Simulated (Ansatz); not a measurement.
## Ti: how the free axis answers a strain

Ti, P6/mmm, a = 4.580 Å, c = 2.832 Å. This isn't the element's structure at ambient conditions. Ansatz: PBE, PAW, 420 eV, Γ-centred 12×12×18 mesh on 3 atoms, Gaussian smearing 0.10 eV; no spin polarisation. Series: biaxial strain in the a-b plane, c and atoms relaxed; x is the strain in per cent. y is the change of c in per cent of 2.832 Å.

```
x (%) y (%)
 -3.0      ?
 -2.0   0.89
 -1.0   0.42
  0.0   0.00
  1.0  -0.42
  2.0  -0.79
  3.0  -1.14
```

Fit y = c1 x + c2 x² to the other rows, say what c1 measures, and predict the missing y.

Least squares on the rows shown. y = −0.4190 x + 0.01264 x². With no stress along c, c1 = −2C13/C33 = -0.419. At x = -3.0 the fit asked for gives 1.37 %. The run gave 1.40 %, so the fit is 0.03 % too low, a small miss on the scale of the series.

Cost: 7 runs of about 5.8 core-minutes in all, on Intel Xeon Platinum 8375C (Ice Lake) (shared hosts).